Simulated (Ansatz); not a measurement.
A series in space group F-43m

All 4 crystals share space group F-43m (No. 216) and the same kinds of sites, 2 atoms in the primitive cell. They are database entries and needn't be the stable phases. The set is a selection: crystals with unstable modes on a coarse mesh or in a metal were left out. Cells are relaxed by PAW under the functional.

Quantity: harmonic phonons by finite displacements (no LO-TO term; negative means unstable), on a 2×2×2 q mesh. Level: PBEsol, all-electron LAPW in Ansatz 0.2.0, scalar-relativistic.

```json
{"crystal": "GaN", "cell (conventional)": "a = 4.498 Å", "k mesh": "8×8×8", "smearing (eV)": "none"}
{"crystal": "HfN", "cell (conventional)": "a = 4.868 Å", "k mesh": "12×12×12", "smearing (eV)": "0.05"}
{"crystal": "BP", "cell (conventional)": "a = 4.520 Å", "k mesh": "8×8×8", "smearing (eV)": "none"}
{"crystal": "AlP", "cell (conventional)": "a = 5.470 Å", "k mesh": "8×8×8", "smearing (eV)": "none"}
```

Question: Rank them by highest at Γ, lowest first.
A. BP
B. HfN
C. GaN
D. AlP

Answer: D (434 cm⁻¹), B (477 cm⁻¹), C (537 cm⁻¹), A (811 cm⁻¹).

All values:

| crystal | highest mode (cm⁻¹) | lowest at L (cm⁻¹) | lowest at X (cm⁻¹) | highest at Γ (cm⁻¹) |
| --- | --- | --- | --- | --- |
| GaN | 678 | 134 | 188 | 537 |
| HfN | 608 | 97.2 | 121 | 477 |
| BP | 811 | 219 | 306 | 811 |
| AlP | 434 | 101 | 137 | 434 |

Known limits: this zinc-blende form is metastable at ambient conditions (GaN); responses of metals move with mesh and smearing (HfN); no spin-orbit coupling on heavy atoms (HfN).
